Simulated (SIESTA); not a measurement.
Sb:

```
Sb
1.0
     3.35453    0.00000    0.00000
    -1.67727    2.90511    0.00000
     0.00000    0.00000    5.47016
Sb
2
Direct
  0.66667 0.33333 0.75000
  0.33333 0.66667 0.25000
```

This isn't the form of Sb at room conditions, which is rhombohedral.

Base run:

| Property | Result |
| --- | --- |
| Program | SIESTA 5.4.2 |
| Functional | LDA |
| Potentials or basis | PseudoDojo 0.4 standard (LDA files) |
| Basis | DZP (energy shift 0.003 Ry; two zetas on semicore shells) |
| Grid cutoff | 500 Ry |
| Energy shift | 0.003 Ry |
| k mesh | 9 × 9 × 5 |
| Occupations | fermi-dirac, width 0.05 eV |
| Spin | no spin polarisation |

Its results: band gap on the k mesh none (metal or under the smearing width); pressure -0.9 GPa.

Q: The run is repeated on the same cell with these changes: functional from LDA to PBEsol; potentials or basis from PseudoDojo 0.4 standard (LDA files) to PseudoDojo 0.4 standard (PBEsol files). What comes out?

A: Band gap on the k mesh none (metal or under the smearing width); pressure 0.3 GPa.

Caveats: the basis of atomic orbitals isn't converged, which shifts pressures, moduli and gaps.
